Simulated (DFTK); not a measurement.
# Be2C under changes of volume

One of the cells (6.765 Å³/atom); the others are scaled copies at fixed shape and fractional positions:

```
C Be
1.0
     0.00000    2.16500    2.16500
     2.16500    0.00000    2.16500
     2.16500    2.16500    0.00000
C Be
1 2
Direct
  0.00000 0.00000 0.00000
  0.75000 0.75000 0.75000
  0.25000 0.25000 0.25000
```

- Program: DFTK 0.8.2
- Functional: PBE
- Potentials or basis: dojo.nc.sr.pbe.v0_4_1.standard.upf (PBE)
- Cutoff: 1197 eV
- k mesh: 11 × 11 × 11
- Occupations: fermi-dirac, width 0.05 eV
- Spin: no spin polarisation

```tsv
volume (Å³/atom)	energy over the lowest point (meV/atom)	pressure (GPa)	gap on the mesh (eV)
6.359	18.81	14.8	1.30
6.495	8.52	9.6	1.29
6.630	2.36	4.9	1.28
6.765	0.00	0.6	1.27
6.901	?	?	?
7.036	5.36	-6.9	1.25
7.171	12.51	-10.1	1.24
```

What does the run at 6.901 Å³/atom give?

Energy over the lowest point 1.10 meV/atom; pressure -3.3 GPa; gap on the mesh 1.26 eV.

Worked out: A Birch-Murnaghan fit of order 3 (a polynomial in V^(-2/3)) to the other rows has its minimum at 6.79 Å³/atom with B0 = V·E''(V) = 202 GPa and B' = 3.3. It gives 1.09 meV/atom at 6.901 Å³/atom, against the run's 1.10, and -dE/dV = -3.2 GPa, against -3.3. A straight line through the other rows of the gap, of slope -0.5 eV per unit of ln V, gives 1.26 eV, against the run's 1.26.

Energies are extrapolated to zero smearing.

Caveats: an odd mesh through Γ misses points on the zone boundary, where band edges often lie.
